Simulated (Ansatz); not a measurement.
# FeO (I4/mmm) in Ansatz: a series of runs

The runs below take FeO through band structure, with PBEsol.

Program: Ansatz 0.2.0. These are calculated values, not measurements. Logs are shortened: lines on timing, memory, paths and dates and some standing lists are left out, and cuts for length are marked.

### Step 1. The crystal as given

The structure is tetragonal, space group I4/mmm (No. 139). Conventional cell: a = 3.204 Å, b = 3.204 Å, c = 4.167 Å, α = 90.00°, β = 90.00°, γ = 90.00°. Fe (site symmetry 4/mmm) is surrounded by 6 O at 2.08 to 2.27 Å. O (site symmetry 4/mmm) is surrounded by 6 Fe at 2.08 to 2.27 Å.

The cell comes from a database or a generator and needn't be the stable form of this composition.

### Step 2. Band structure, PBEsol, collinear spin, ferromagnetic start

The input, input.yaml:

```yaml
crystal:
  lattice:
    - [-1.602103413, 1.602103413, 2.08339225]
    - [1.602103413, -1.602103413, 2.08339225]
    - [1.602103413, 1.602103413, -2.08339225]
  atoms:
    - { symbol: Fe, position: [0.0, 0.0, 0.0], spin: 3.0 }
    - { symbol: O, position: [0.5, 0.5, 0.0] }
kpoints:
  mp_grid: { grid: [12, 12, 12] }
  band_path:
    path:
      - [0.0, 0.0, 0.0]
      - [0.0, 0.0, 0.5]
      - [-0.2956711885, 0.2956711885, 0.5]
      - [-0.3978355942, 0.3978355942, 0.3978355942]
      - [0.0, 0.0, 0.0]
      - [0.5, 0.5, -0.5]
      - [0.3978355942, 0.6021644058, -0.3978355942]
      - [0.0, 0.5, 0.0]
    npoints: 12
scf:
  occupations: { method: fermi_dirac, width: 0.05 }
hamiltonian:
  xc: pbesol
  pseudopotentials: { kind: all_electron, lapw: { basis_error: 0.001 } }
magnetization:
  spin_polarized: true
output:
  forces: true
  stress: true
  eigenvalues: true
```

Potentials or basis: all-electron LAPW, scalar-relativistic.

Run with:

```
$ ansatz run input.yaml --threads 2 --pin off --max-ram 6144MiB --backend cpu --events-out ev --progress --plain --runs-dir out
```

The log of the run:

```text
Warning: RAYON_NUM_THREADS=2 ignored (pool sized by the plan → 2); use --threads N
LAPW: plane waves up to 9.931 Å⁻¹, error target 1.0e-3 eV per atom; small_component_spin mean_spin; O in spheres of 0.946 Å, 8 of its electrons in bands, Dirac shells []; Fe in spheres of 1.137 Å, 16 of its electrons in bands, Dirac shells [] (how accurate: hamiltonian.pseudopotentials.lapw.basis_error, Limitations)
Engine: ansatz 0.2.0, aarch64-unknown-linux-gnu
Pseudopotentials: kind: all_electron
Pseudopotential: Fe, LAPW, valence charge 16, lapw/all_electron/scalar/gaussian/Fe, Koelling and Harmon's equation, gaussian nucleus
Pseudopotential: O, LAPW, valence charge 8, lapw/all_electron/scalar/gaussian/O, Koelling and Harmon's equation, gaussian nucleus
Functional definition: PBEsol
  exchange = pbesol_x
  correlation = pbesol_c
Crystal: 2 atoms, lattice volume = 21.390 Å³
Basis set: ecut = 375.74286760708196 eV, 363 PW (Γ), exchange–correlation at level 2
Bands: 18, of which v1, the nominal top of the filled ones, is band 12 counted from 1 (11 counted from 0)
Symmetry: 16 space group operations
Space group: I4/mmm (ITA 139), of the structure as read, at distance tolerance 2.8e-5 Å
Magnetic group: BNS 139.531 (UNI 1191), of the structure as read, at distance tolerance 2.8e-5 Å
k-points: 163 of 1728
Non-local potential: Fe, projectors of the file, none
Non-local potential: O, projectors of the file, none
Initial density: superposition of atomic densities (chi_scale 0.1, normalization cell, long waves kept (reshape's long-wave potential 0.00 eV rms))
Starting moments: Σ|m| = 3 μB on 1 of 2 sites
Initial wavefunctions: plane waves of lowest kinetic energy (no species holds an atomic orbital)
Functional: x = pbesol(κ = 0.804, μ = 0.12345679012345678), c = pbesol(β = 0.046)
iter 1 solved again at ethr=8.20e-3 eV; its pass at ethr=1.00e-1 eV (dr2=1.97e0 eV) is discarded
SCF iter   1: F=—  HF=-36644.310950 eV  |F-HF|=—  |Δ(HF+E_count)|=         —  Δρ=6.34e-2 (↑5.61e-2 ↓6.34e-2)  dr2=1.97e0  dr2_m=3.27e-1  M=4.014 μB ∫|m|=4.015 μB  β_m=0.30  ethr=8.20e-3  ⟨swp⟩=2.0  Hψ=36812  notcnv=0
Mixer restart at iter 1: flushing history
preconditioner: auto → Kerker (q_TF=auto, 2.781 Å⁻¹)  [metal: Δε(μ)=0.004 eV  Ē_g=13.513 eV  σ=0.050 eV  W_gap=0.02  n_scr=12 (ndim 8)  ℏωp=30.0 eV  f_vac=0.000  D(μ)=1.61/eV (n_scr^D=14)]
spin=Collinear: Kerker preconditioning applied to the charge; magnetization (m = ρ↑ − ρ↓) channel mixes plain (no charge-response kernel on spin).
SCF iter   2: F=—  HF=-36643.424071 eV  |F-HF|=—  |Δ(HF+E_count)|=   8.87e-1  Δρ=3.40e-2 (↑3.40e-2 ↓3.32e-2)  dr2=4.42e-1  dr2_m=1.43e-1  M=4.002 μB ∫|m|=4.003 μB  β_m=0.47  ethr=8.20e-3  ⟨swp⟩=2.0  Hψ=17278  notcnv=0
SCF iter   3: F=—  HF=-36643.357744 eV  |F-HF|=—  |Δ(HF+E_count)|=   6.63e-2  Δρ=1.85e-2 (↑1.74e-2 ↓1.85e-2)  dr2=2.64e-1  dr2_m=1.76e-2  M=4.010 μB ∫|m|=4.015 μB  β_m=0.49  ethr=1.84e-3  ⟨swp⟩=2.0  Hψ=17599  notcnv=0
iter 4 solved again at ethr=5.43e-5 eV; its pass at ethr=1.10e-3 eV (dr2=1.30e-2 eV) is discarded
SCF iter   4: F=—  HF=-36643.279546 eV  |F-HF|=—  |Δ(HF+E_count)|=         —  Δρ=5.82e-3 (↑5.82e-3 ↓2.98e-3)  dr2=1.30e-2  dr2_m=1.52e-3  M=4.001 μB ∫|m|=4.009 μB  β_m=0.49  ethr=5.43e-5  ⟨swp⟩=2.0  Hψ=28706  notcnv=0
Mixer restart at iter 4: flushing history
the basis was enlarged: its passes take 705.5 KiB over the memory plan, 2 of 2 planned eigensolver slots
SCF iter   5: F=—  HF=-36643.281784 eV  |F-HF|=—  |Δ(HF+E_count)|=   2.24e-3  Δρ=4.35e-3 (↑4.35e-3 ↓2.33e-3)  dr2=1.21e-2  dr2_m=3.57e-4  M=4.002 μB ∫|m|=4.011 μB  β_m=0.54  ethr=5.43e-5  ⟨swp⟩=2.0  Hψ=16119  notcnv=0
SCF iter   6: F=—  HF=-36643.280803 eV  |F-HF|=—  |Δ(HF+E_count)|=   9.81e-4  Δρ=2.72e-3 (↑2.72e-3 ↓1.43e-3)  dr2=3.68e-3  dr2_m=2.29e-4  M=4.001 μB ∫|m|=4.011 μB  β_m=0.77  ethr=5.06e-5  ⟨swp⟩=2.0  Hψ=15824  notcnv=0
SCF iter   7: F=—  HF=-36643.281349 eV  |F-HF|=—  |Δ(HF+E_count)|=   5.46e-4  Δρ=2.88e-4 (↑1.86e-4 ↓2.88e-4)  dr2=5.28e-5  dr2_m=1.43e-6  M=4.001 μB ∫|m|=4.012 μB  β_m=0.88  ethr=1.53e-5  ⟨swp⟩=2.0  Hψ=15858  notcnv=0
SCF iter   8: F=—  HF=-36643.281360 eV  |F-HF|=—  |Δ(HF+E_count)|=   1.12e-5  Δρ=4.44e-5 (↑3.15e-5 ↓4.44e-5)  dr2=9.74e-7  dr2_m=4.38e-8  M=4.001 μB ∫|m|=4.012 μB  β_m=0.94  ethr=2.20e-7  ⟨swp⟩=2.0  Hψ=15840  notcnv=0
SCF iter   9: F=—  HF=-36643.281361 eV  |F-HF|=—  |Δ(HF+E_count)|=   6.00e-7  Δρ=1.04e-5 (↑9.64e-6 ↓1.04e-5)  dr2=8.84e-8  dr2_m=2.45e-10  M=4.001 μB ∫|m|=4.012 μB  β_m=0.90  ethr=4.06e-9  ⟨swp⟩=2.1  Hψ=15884  notcnv=0
SCF iter  10: F=—  HF=-36643.281361 eV  |F-HF|=—  |Δ(HF+E_count)|=   2.65e-8  Δρ=8.60e-6 (↑5.62e-6 ↓8.60e-6)  dr2=4.82e-8  dr2_m=6.35e-10  M=4.001 μB ∫|m|=4.012 μB  β_m=0.80  ethr=3.68e-10  ⟨swp⟩=2.4  Hψ=16047  notcnv=0
SCF iter  11: F=-36643.281361 eV  HF=-36643.281361 eV  |F-HF|=1.60e-10  |Δ(HF+E_count)|=   2.47e-8  Δρ=1.74e-6 (↑1.74e-6 ↓1.57e-6)  dr2=2.47e-9  dr2_m=5.46e-12  M=4.001 μB ∫|m|=4.012 μB  ethr=2.01e-10  ⟨swp⟩=2.0  Hψ=15836  notcnv=0
SCF 1 converged in 11 iterations: F = -36643.281361 eV  dr2 = 2.47e-9
NSCF: frozen V_eff on 85 k-points
SCF converged after 11 iterations
Magnetization: 4.0012 μB (14.0006 up, 9.9994 down)
Absolute magnetization: 4.0122 μB (∫|ρ↑−ρ↓|)
Spin contamination: 0.0127 ħ² per cell (⟨S²⟩ above its minimum at these occupations)
Per-site moments (μB) at R_I (Å): [(3.5917903440836447, 1.1372918036993902), (0.3131803201198746, 0.9461004152556464)]
Free energy (F): -36643.281361 eV
Harris-Foulkes:  -36643.281361 eV  (|F-HF|=1.60e-10)
Internal energy: -36643.268444 eV  (E = F + TS)
E sigma→0 (E₀):  -36643.274902 eV
Entropy (-TS):   -0.012917 eV (-6.459 meV/atom)
Fermi energy:    13.360592 eV
--- Per-component energies (eV) ---
  E_band       = -1274.736710
  E_kinetic    = 37105.217118
  E_xc         = -1715.539431
  E_electrostatic = -72032.946131  (all electrons and nuclei)
  E_smearing   = -0.012917  (= −TS)
  E_closure    = 0.000000  (closes the sum)
  E_atoms      = -36626.719027  (free atoms, spherical and without spin; not in F)
  Σ components = -36643.281361   (vs F -36643.281361, Δ=0.00e0)
  Basis errors (estimates in eV, not in F): energy 4.0e-4 per atom: plane waves 3.6e-4 (2.1e-4 summed), levels above the bands 8.2e-115, relativity 4.8e-8, radial functions 3.6e-5, core shells 6.3e-8; eigenvalues (radial functions only) 3.5e-5; not estimated: angular momenta, meshes, grids; target (lapw.basis_error) 1.0e-3; muffin-tin radii O 0.946 Å, Fe 1.137 Å
--- Forces (eV/Å), atoms counted from 1 ---
  atom   1  Fe    -0.00000000    -0.00000000     0.00000000
  atom   2  O     -0.00000000    -0.00000000    -0.00000000
  max |Σ_I F_I| component: 3.35e-30 eV/Å
--- Stress (GPa, compression-positive) ---
      -17.269677       0.000000      -0.000000
        0.000000     -17.269677      -0.000000
       -0.000000      -0.000000     -14.015269
  P = ⅓ Tr σ = -16.1849 GPa (-161.849 kbar)
--- Band table (eV; the first three rows and the last of 326) ---
  k-point 0 ↑: bands = ["-492.0906", "-76.2487", "-42.4256", "-42.4053", "-42.4053", "-6.9293", "9.4525", "9.4525", "9.4707", "9.5946", "9.7050", "9.7050", "9.7290", "9.7705", "13.0639", "28.2219", "29.6439", "29.6439"]
  k-point 1 ↑: bands = ["-492.0906", "-76.2484", "-42.4267", "-42.4078", "-42.4059", "-6.8562", "8.4099", "9.0472", "9.3346", "9.4017", "9.6939", "9.8965", "10.1560", "10.5912", "13.6451", "27.1192", "28.7861", "29.2703"]
  k-point 2 ↑: bands = ["-492.0906", "-76.2475", "-42.4299", "-42.4146", "-42.4076", "-6.6601", "7.2642", "8.7183", "9.0247", "9.2644", "9.7567", "10.2687", "10.4904", "10.9636", "15.0271", "25.9065", "26.5239", "27.6770"]
  k-point 162 ↓: bands = ["-491.8114", "-72.1403", "-38.4394", "-38.4394", "-38.4123", "-5.2248", "6.9028", "8.9352", "8.9352", "11.3759", "14.0826", "14.0826", "14.0917", "14.4252", "19.4395", "22.6625", "24.1184", "27.4526"]
```

Run time: 37 s. Hardware: 2 threads of Arm Neoverse V2, shared host; peak memory 0.65 GiB.

Results:

- Free energy: -36643.2814 eV
- Pressure: -16.2 GPa
- Band gap along the path: none (metal or under the smearing width)
- Net moment: 4.00 μB per cell
- Absolute moment: 4.01 μB per cell
- Site moments: Fe +3.59; O +0.31 μB

Levels at the corners of the path, in eV from the Fermi level:
Spin up:
```tsv
point	band 10	band 11	band 12	band 13	band 14	band 15	band 16	band 17	band 18
Γ	-3.77	-3.66	-3.66	-3.63	-3.59	-0.30	14.86	16.28	16.28
X	-4.48	-3.37	-2.88	-2.87	-2.79	4.65	7.73	10.61	13.40
Y	-3.32	-3.04	-2.91	-2.83	-1.98	6.36	8.21	8.97	10.75
S	-3.81	-2.94	-2.80	-2.52	-2.36	5.67	8.26	8.84	12.69
Γ	-3.77	-3.66	-3.66	-3.63	-3.59	-0.30	14.86	16.28	16.28
Z	-4.59	-3.28	-2.85	-2.85	-2.77	4.76	8.77	9.57	13.08
S1	-3.81	-2.94	-2.80	-2.52	-2.36	5.67	8.26	8.84	12.69
N	-3.11	-3.03	-2.51	-0.83	-0.22	3.63	7.73	10.95	12.89
```
Spin down:
| point | band 7 | band 8 | band 9 | band 10 | band 11 | band 12 | band 13 | band 14 |
| --- | --- | --- | --- | --- | --- | --- | --- | --- |
| Γ | -3.38 | -3.06 | -3.06 | -0.75 | -0.75 | -0.45 | -0.34 | 0.05 |
| X | -6.64 | -4.46 | -3.90 | -1.88 | 0.54 | 0.55 | 0.80 | 1.04 |
| Y | -6.00 | -5.60 | -5.05 | -0.56 | 0.15 | 0.75 | 0.99 | 1.56 |
| S | -6.23 | -5.46 | -4.59 | -1.13 | 0.59 | 0.62 | 1.22 | 1.26 |
| Γ | -3.38 | -3.06 | -3.06 | -0.75 | -0.75 | -0.45 | -0.34 | 0.05 |
| Z | -6.46 | -4.43 | -4.43 | -1.98 | 0.72 | 0.72 | 0.73 | 1.06 |
| S1 | -6.23 | -5.46 | -4.59 | -1.13 | 0.59 | 0.62 | 1.22 | 1.26 |
| N | -7.67 | -5.02 | -4.85 | 0.26 | 0.52 | 0.63 | 2.23 | 2.82 |

Caveat: a cell with one magnetic atom can't hold antiferromagnetic order, which such compounds often take; semilocal functionals often make such compounds metallic where correlation or magnetic order opens a gap, which also shifts bond lengths.

### Step 3. Band structure, PBEsol, collinear spin, ferromagnetic start

input.yaml: that of step 2 with these lines changed.

```diff
@@ -25,3 +25,6 @@
   xc: pbesol
-  pseudopotentials: { kind: all_electron, lapw: { basis_error: 0.001 } }
+  pseudopotentials:
+    kind: all_electron
+    lapw: { basis_error: 0.001 }
+    relativity: none
 magnetization:
```

Potentials or basis: all-electron LAPW, non-relativistic.

Run with:

```
$ ansatz run input.yaml --threads 2 --pin off --max-ram 6144MiB --backend cpu --events-out ev --progress --plain --runs-dir out
```

The log of the run:

```text
Warning: RAYON_NUM_THREADS=2 ignored (pool sized by the plan → 2); use --threads N
LAPW: plane waves up to 9.933 Å⁻¹, error target 1.0e-3 eV per atom; O in spheres of 0.946 Å, 8 of its electrons in bands, Dirac shells []; Fe in spheres of 1.137 Å, 16 of its electrons in bands, Dirac shells [] (how accurate: hamiltonian.pseudopotentials.lapw.basis_error, Limitations)
[... 2 set-up lines as earlier in the session ...]
Pseudopotential: Fe, LAPW, valence charge 16, lapw/all_electron/none/Fe, Schrödinger's equation, point nucleus
Pseudopotential: O, LAPW, valence charge 8, lapw/all_electron/none/O, Schrödinger's equation, point nucleus
[... 3 set-up lines as earlier in the session ...]
Crystal: 2 atoms, lattice volume = 21.390 Å³
[... 51 lines left out ...]
  Σ components = -36393.564497   (vs F -36393.564497, Δ=0.00e0)
  Basis errors (estimates in eV, not in F): energy 4.0e-4 per atom: plane waves 3.6e-4 (2.1e-4 summed), levels above the bands 2.0e-116, relativity 0.0e0, radial functions 3.6e-5, core shells 6.8e-8; eigenvalues (radial functions only) 3.5e-5; not estimated: angular momenta, meshes, grids; target (lapw.basis_error) 1.0e-3; muffin-tin radii O 0.946 Å, Fe 1.137 Å
--- Forces (eV/Å), atoms counted from 1 ---
  atom   1  Fe    -0.00000000     0.00000000    -0.00000000
  atom   2  O     -0.00000000     0.00000000     0.00000000
  max |Σ_I F_I| component: 2.17e-30 eV/Å
--- Stress (GPa, compression-positive) ---
      -16.862208      -0.000000       0.000000
       -0.000000     -16.862208      -0.000000
        0.000000      -0.000000     -12.406494
  P = ⅓ Tr σ = -15.3770 GPa (-153.770 kbar)
--- Band table (eV; the first three rows and the last of 326) ---
  k-point 0 ↑: bands = ["-491.6299", "-74.0044", "-41.8507", "-41.8222", "-41.8222", "-6.8567", "9.3627", "9.3627", "9.4862", "9.5003", "9.6389", "9.6847", "9.7100", "9.7100", "13.2708", "28.2368", "29.6139", "29.6139"]
  k-point 1 ↑: bands = ["-491.6299", "-74.0040", "-41.8519", "-41.8248", "-41.8228", "-6.7846", "8.3931", "9.0181", "9.3038", "9.3131", "9.6034", "9.8504", "10.1052", "10.5359", "13.8320", "27.1112", "28.8254", "29.2665"]
  k-point 2 ↑: bands = ["-491.6299", "-74.0030", "-41.8552", "-41.8319", "-41.8246", "-6.5912", "7.2696", "8.7031", "9.0016", "9.1786", "9.6639", "10.2059", "10.4300", "10.9140", "15.1810", "25.8855", "26.7071", "27.7474"]
  k-point 162 ↓: bands = ["-491.3417", "-69.9198", "-37.8718", "-37.8718", "-37.8465", "-5.1542", "6.9505", "8.9663", "8.9663", "11.3090", "13.9734", "13.9734", "13.9862", "14.3320", "19.7603", "22.7137", "24.0572", "27.5493"]
```

It took 37 s on 2 threads of Arm Neoverse V2, shared host; peak memory 0.65 GiB.

Results:

* Free energy: -36393.5645 eV
* Pressure: -15.4 GPa
* Band gap along the path: none (metal or under the smearing width)
* Net moment: 4.00 μB per cell
* Absolute moment: 4.01 μB per cell
* Site moments: Fe +3.58; O +0.33 μB

Levels at the corners of the path, in eV from the Fermi level:
Spin up:
| point | band 10 | band 11 | band 12 | band 13 | band 14 | band 15 | band 16 | band 17 | band 18 |
| --- | --- | --- | --- | --- | --- | --- | --- | --- | --- |
| Γ | -3.77 | -3.63 | -3.59 | -3.56 | -3.56 | 0.00 | 14.96 | 16.34 | 16.34 |
| X | -4.39 | -3.39 | -2.89 | -2.89 | -2.81 | 5.10 | 7.87 | 10.66 | 13.59 |
| Y | -3.31 | -3.05 | -2.93 | -2.85 | -1.96 | 6.79 | 8.32 | 9.09 | 10.95 |
| S | -3.79 | -2.96 | -2.82 | -2.53 | -2.35 | 6.10 | 8.37 | 8.96 | 12.89 |
| Γ | -3.77 | -3.63 | -3.59 | -3.56 | -3.56 | 0.00 | 14.96 | 16.34 | 16.34 |
| Z | -4.57 | -3.30 | -2.87 | -2.87 | -2.78 | 5.21 | 8.90 | 9.61 | 13.28 |
| S1 | -3.79 | -2.96 | -2.82 | -2.53 | -2.35 | 6.10 | 8.37 | 8.96 | 12.89 |
| N | -3.12 | -3.05 | -2.50 | -0.82 | -0.20 | 3.79 | 8.00 | 11.15 | 13.09 |
Spin down:
| point | band 8 | band 9 | band 10 | band 11 | band 12 | band 13 |
| --- | --- | --- | --- | --- | --- | --- |
| Γ | -2.95 | -2.95 | -0.75 | -0.75 | -0.46 | -0.23 |
| X | -4.33 | -3.79 | -1.86 | 0.52 | 0.53 | 0.77 |
| Y | -5.48 | -4.93 | -0.55 | 0.15 | 0.73 | 0.98 |
| S | -5.34 | -4.49 | -1.11 | 0.57 | 0.60 | 1.21 |
| Γ | -2.95 | -2.95 | -0.75 | -0.75 | -0.46 | -0.23 |
| Z | -4.31 | -4.31 | -1.96 | 0.70 | 0.70 | 0.71 |
| S1 | -5.34 | -4.49 | -1.11 | 0.57 | 0.60 | 1.21 |
| N | -4.93 | -4.76 | 0.24 | 0.51 | 0.63 | 2.23 |

Caveat: a cell with one magnetic atom can't hold antiferromagnetic order, which such compounds often take; semilocal functionals often make such compounds metallic where correlation or magnetic order opens a gap, which also shifts bond lengths.

### Step 4. Band structure, PBEsol, collinear spin, ferromagnetic start

input.yaml: that of step 3 with these lines changed.

```diff
@@ -25,6 +25,3 @@
   xc: pbesol
-  pseudopotentials:
-    kind: all_electron
-    lapw: { basis_error: 0.001 }
-    relativity: none
+  pseudopotentials: { kind: all_electron, datasets: crystal }
 magnetization:
@@ -35 +32,3 @@
   eigenvalues: true
+  elf: true
+  volumetric_format: npy
```

Potentials or basis: all-electron PAW datasets made for the crystal.

Run with:

```
$ ansatz run input.yaml --threads 2 --pin off --max-ram 6144MiB --backend cpu --events-out ev --progress --plain --runs-dir out
```

Wall time 28 s (2 threads of Arm Neoverse V2, shared host); peak memory 0.8 GiB.

It converged, with:

- Free energy: -36643.2818 eV
- Pressure: -16.2 GPa
- Band gap along the path: none (metal or under the smearing width)
- Net moment: 4.00 μB per cell
- Absolute moment: 4.01 μB per cell
- Site moments: Fe +3.40; O +0.31 μB

Stress tensor (GPa, compression positive):
```
-17.27   0.00   0.00
  0.00 -17.27   0.00
  0.00   0.00 -14.02
```

Levels at the corners of the path, in eV from the Fermi level:
Spin up:
```
point  band 9  band 10  band 11  band 12  band 13  band 14  band 15  band 16  band 17
    Γ   -3.77    -3.66    -3.66    -3.63    -3.59    -0.30    14.86    16.28    16.28
    X   -4.48    -3.37    -2.88    -2.87    -2.79     4.65     7.73    10.61    13.40
    Y   -3.32    -3.04    -2.91    -2.83    -1.98     6.36     8.21     8.97    10.75
    S   -3.81    -2.94    -2.80    -2.52    -2.36     5.67     8.26     8.84    12.69
    Γ   -3.77    -3.66    -3.66    -3.63    -3.59    -0.30    14.86    16.28    16.28
    Z   -4.59    -3.28    -2.85    -2.85    -2.77     4.76     8.77     9.57    13.08
   S1   -3.81    -2.94    -2.80    -2.52    -2.36     5.67     8.26     8.84    12.69
    N   -3.11    -3.03    -2.51    -0.83    -0.22     3.63     7.73    10.95    12.89
```
Spin down:
```tsv
point	band 5	band 6	band 7	band 8	band 9	band 10	band 11	band 12	band 13	band 14
Γ	-19.75	-3.38	-3.06	-3.06	-0.75	-0.75	-0.45	-0.34	0.05	1.01
X	-18.73	-6.64	-4.46	-3.90	-1.88	0.54	0.55	0.80	1.04	5.97
Y	-18.58	-6.00	-5.60	-5.05	-0.56	0.15	0.75	0.99	1.56	7.66
S	-18.58	-6.23	-5.46	-4.59	-1.13	0.59	0.62	1.22	1.26	6.94
Γ	-19.75	-3.38	-3.06	-3.06	-0.75	-0.75	-0.45	-0.34	0.05	1.01
Z	-18.59	-6.46	-4.43	-4.43	-1.98	0.72	0.72	0.73	1.06	6.08
S1	-18.58	-6.23	-5.46	-4.59	-1.13	0.59	0.62	1.22	1.26	6.94
N	-18.68	-7.67	-5.02	-4.85	0.26	0.52	0.63	2.23	2.82	4.14
```

Caveat: a cell with one magnetic atom can't hold antiferromagnetic order, which such compounds often take; semilocal functionals often make such compounds metallic where correlation or magnetic order opens a gap, which also shifts bond lengths.

[end of part 1 of 2]
